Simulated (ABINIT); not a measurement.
# CoO (R-3m) in ABINIT: single point with LDA+U

Aim: the single point of CoO with LDA+U.

Everything below comes from runs of ABINIT 10.8.3 (patched build). Logs are shortened: lines on timing, memory, paths and dates and some standing lists are left out, and cuts for length are marked. The log counts tension as positive stress, the text compression.

### 1 The crystal as given

It takes space group R-3m (No. 166, trigonal). The conventional cell has a = 3.011 Å, b = 3.011 Å, c = 7.320 Å, α = 90.00°, β = 90.00°, γ = 120.00°. Co (site symmetry -3m) has 6 O at 2.12 Å as nearest neighbours. O (site symmetry -3m) has 6 Co at 2.12 Å as nearest neighbours.

The cell is a database's computed one.

### 2 Single point, LDA+U, collinear spin, ferromagnetic start

The input, run.abi:

```
# Pseudopotentials
pp_dirpath "./"
pseudos "Co.LDA_PW-JTH.xml, O.LDA_PW-JTH.xml"

# Structure
acell 5.6613499353 5.6613499353 5.6613499353
rprim
     0.5025170959     0.2901283806     0.8144336014
    -0.5025170959     0.2901283806     0.8144336014
     0.0000000000    -0.5802567611     0.8144336014
ntypat 2
znucl 27 8
natom 2
typat 1 2
xred
     0.0000000000     0.0000000000     0.0000000000
     0.5000000000     0.5000000000     0.5000000000

# Plane-wave basis
ecut 26.0
pawecutdg 48.0

# k points
kptopt 1
ngkpt 8 8 8
nshiftk 1
shiftk 0.0 0.0 0.0

# Exchange and correlation
ixc 7

# Bands and occupations
nband 16
occopt 3
tsmear 0.05 eV

# Spin
nsppol 2
spinat
     0.0000000000     0.0000000000     2.0000000000
     0.0000000000     0.0000000000     0.0000000000

# DFT+U
usepawu 1
lpawu 2 -1
upawu 6.0 0.0 eV
jpawu 0.7 0.0 eV

# SCF cycle
nstep 100
tolvrs 1.0e-9

# Output
iomode 3
prtwf 0
prtden 0
prteig 0
prtebands 0
enunit 2
```

Potentials or basis: JTH PAW LDA v2.0.

On the command line:

```
$ abinit run.abi > log 2>&1
```

run.abo:

```text
.Version 10.8.3 of ABINIT
 Symmetries : space group R-3 m (#166); Bravais hR (rhombohedral)
================================================================================
 Values of the parameters that define the memory need of the present run
     intxc =       0    ionmov =       0      iscf =      17    lmnmax =      18
     lnmax =       6     mgfft =      27  mpssoang =       3    mqgrid =    3001
     natom =       2  nloc_mem =       2    nspden =       2   nspinor =       1
    nsppol =       2      nsym =      12    n1xccc =       1    ntypat =       2
    occopt =       3   xclevel =       1
       mpw =         833          nfft =       19683          nkpt =          65
 PAW method is used; the additional fine FFT grid is defined by:
   mgfftf=        36    nfftf =     46656
================================================================================
================================================================================

--------------------------------------------------------------------------------
------------- Echo of variables that govern the present computation ------------
--------------------------------------------------------------------------------
 -outvars: echo values of preprocessed input variables --------
            acell      5.6613499353E+00  5.6613499353E+00  5.6613499353E+00 Bohr
              amu      5.89332000E+01  1.59994000E+01
             ecut      2.60000000E+01 Hartree
           enunit           2
                       outvar_i_n : Printing only first  50 k-points.
              ixc           7
            jpawu      2.57245255E-02  0.00000000E+00 Hartree
                       outvar_i_n : Printing only first  50 k-points.
         kptrlatt        8    0    0      0    8    0      0    0    8
          kptrlen      4.52907995E+01
            lpawu           2      -1
            natom           2
            nband          16
            ngfft          27      27      27
          ngfftdg          36      36      36
             nkpt          65
           nspden           2
           nsppol           2
            nstep         100
             nsym          12
           ntypat           2
                       prtocc : prtvol=0, do not print more k-points.
                       1.000000  1.000000  1.000000  1.000000  1.000000  1.000000
                       1.000000  1.000000  1.000000  1.000000  1.000000  1.000000
                       0.000000  0.000000  0.000000  0.000000
                       1.000000  1.000000  1.000000  1.000000  1.000000  1.000000
                       1.000000  1.000000  1.000000  1.000000  1.000000  1.000000
                       0.000000  0.000000  0.000000  0.000000
                       1.000000  1.000000  1.000000  1.000000  1.000000  1.000000
                       1.000000  1.000000  1.000000  1.000000  1.000000  1.000000
                       0.000000  0.000000  0.000000  0.000000
                       1.000000  1.000000  1.000000  1.000000  1.000000  1.000000
                       1.000000  1.000000  1.000000  1.000000  1.000000  1.000000
                       0.000000  0.000000  0.000000  0.000000
[... 367 lines left out ...]

 Eigenvalues (hartree) for nkpt=  65  k points, SPIN DOWN:
 kpt#   1, nband= 16, wtk=  0.00195, kpt=  0.0000  0.0000  0.0000 (reduced coord)
  -3.04289   -1.71281   -1.71281   -1.70595   -0.33750    0.25512    0.28471    0.28471
   0.28678    0.33891    0.33891    0.43408    0.44933    0.44933    0.98782    1.04061
      occupation numbers for kpt#   1
   1.00000    1.00000    1.00000    1.00000    1.00000    1.00000    1.00000    1.00000
   1.00000    1.00000    1.00000    0.00000    0.00000    0.00000    0.00000    0.00000
 prteigrs : prtvol=0 or 1, do not print more k-points.

 Fermi (or HOMO) energy (eV) =  10.17708   Average Vxc (eV)= -12.43825
 Eigenvalues (   eV  ) for nkpt=  65  k points, SPIN UP:
 kpt#   1, nband= 16, wtk=  0.00195, kpt=  0.0000  0.0000  0.0000 (reduced coord)
 -85.91771  -49.70177  -49.70177  -49.31263   -9.60280    4.37142    4.37142    4.69751
   4.69751    5.70733    7.28253    7.28253    7.35783   11.28575   26.84000   27.44539
 prteigrs : prtvol=0 or 1, do not print more k-points.

 Eigenvalues (   eV  ) for nkpt=  65  k points, SPIN DOWN:
 kpt#   1, nband= 16, wtk=  0.00195, kpt=  0.0000  0.0000  0.0000 (reduced coord)
 -82.80127  -46.60793  -46.60793  -46.42115   -9.18371    6.94210    7.74722    7.74722
   7.80358    9.22229    9.22229   11.81180   12.22697   12.22697   26.88005   28.31650
 prteigrs : prtvol=0 or 1, do not print more k-points.

--- !EnergyTerms
iteration_state     : {dtset: 1, }
comment             : Components of total free energy in Hartree
kinetic             :  1.92657961570767E+01
hartree             :  4.20982151719788E+01
xc                  : -5.94317158205977E+00
Ewald energy        : -1.06671679640191E+02
psp_core            :  3.40606814720061E+00
local_psp           : -1.41185944094062E+02
PAW spherical_terms :  2.64930993883263E+01
internal            : -1.62537616451731E+02
'-kT*entropy'       : -3.99072494580248E-04
total_energy        : -1.62538015524225E+02
total_energy_eV     : -4.42288472008495E+03
...

--- !EnergyTermsDC
iteration_state     : {dtset: 1, }
comment             : '"Double-counting" decomposition of free energy'
band_energy         : -1.46029028636284E+01
Ewald energy        : -1.06671679640191E+02
psp_core            :  3.40606814720061E+00
xc_dc               : -4.02595278314408E+01
PAW spherical_terms : -4.40956938984320E+00
internal            : -1.62537611577903E+02
'-kT*entropy'       : -3.99072494580248E-04
total_energy_dc     : -1.62538010650398E+02
total_energy_dc_eV  : -4.42288458746135E+03
...

--- !EnergyTermsWithPAWCore
iteration_state     : {dtset: 1, }
comment             : 'Components of total free energy, including PAW core contributions'
Total energy        : -1.46579075458420E+03
Total energy DC     : -1.46579074971037E+03
Total energy (eV)   : -3.98861983787786E+04
Total energy DC (eV): -3.98861982461550E+04
...

 Cartesian components of stress tensor (hartree/bohr^3)
  sigma(1 1)=  3.95749701E-04  sigma(3 2)= -1.09456892E-12
  sigma(2 2)=  3.95749705E-04  sigma(3 1)=  0.00000000E+00
  sigma(3 3)=  4.12824398E-04  sigma(2 1)=  0.00000000E+00

-Cartesian components of stress tensor (GPa)         [Pressure= -1.1811E+01 GPa]
- sigma(1 1)=  1.16433582E+01  sigma(3 2)= -3.22033293E-08
- sigma(2 2)=  1.16433583E+01  sigma(3 1)=  0.00000000E+00
- sigma(3 3)=  1.21457131E+01  sigma(2 1)=  0.00000000E+00

== END DATASET(S) ==============================================================
================================================================================

 -outvars: echo values of variables after computation  --------
            acell      5.6613499353E+00  5.6613499353E+00  5.6613499353E+00 Bohr
           etotal     -1.6253801065E+02
            fcart     -0.0000000000E+00 -0.0000000000E+00 -0.0000000000E+00
                      -0.0000000000E+00 -0.0000000000E+00 -0.0000000000E+00
            rprim      5.0251709590E-01  2.9012838060E-01  8.1443360140E-01
                      -5.0251709590E-01  2.9012838060E-01  8.1443360140E-01
                       0.0000000000E+00 -5.8025676110E-01  8.1443360140E-01
           strten      3.9574970113E-04  3.9574970548E-04  4.1282439846E-04
                      -1.0945689161E-12  0.0000000000E+00  0.0000000000E+00
           xangst      0.0000000000E+00  0.0000000000E+00  0.0000000000E+00
                       3.3930597140E-17  1.4979288576E-10  3.6598903566E+00
             xred      0.0000000000E+00  0.0000000000E+00  0.0000000000E+00
                       5.0000000000E-01  5.0000000000E-01  5.0000000000E-01
 Calculation completed.
```

Wall time 2.2 min (1 thread of AMD EPYC 7R43 (Zen 3), shared host); peak memory 0.11 GiB.

Results:

- Free energy: -4422.8846 eV
- Pressure: -11.8 GPa
- Band gap on the k mesh: none (metal or under the smearing width)
- Net moment: 3.00 μB per cell
- Site moments: Co +2.73; O +0.22 μB
- Valence electrons inside the program's atomic spheres: Co 15.28; O 4.50

Stress tensor (GPa, compression positive):
```
-11.64   0.00   0.00
  0.00 -11.64   0.00
  0.00   0.00 -12.15
```

Eigenvalues of the final occupation matrices:
| site | spin | trace | eigenvalues |
| --- | --- | --- | --- |
| atom 1 | 1 | 4.79 | 0.94 0.95 0.95 0.98 0.98 |
| atom 1 | 2 | 2.06 | 0.08 0.08 0.48 0.48 0.93 |

Caveat: a cell with one magnetic atom can't hold antiferromagnetic order, which such compounds often take. The state reached can hang on the start; a lower one may exist.
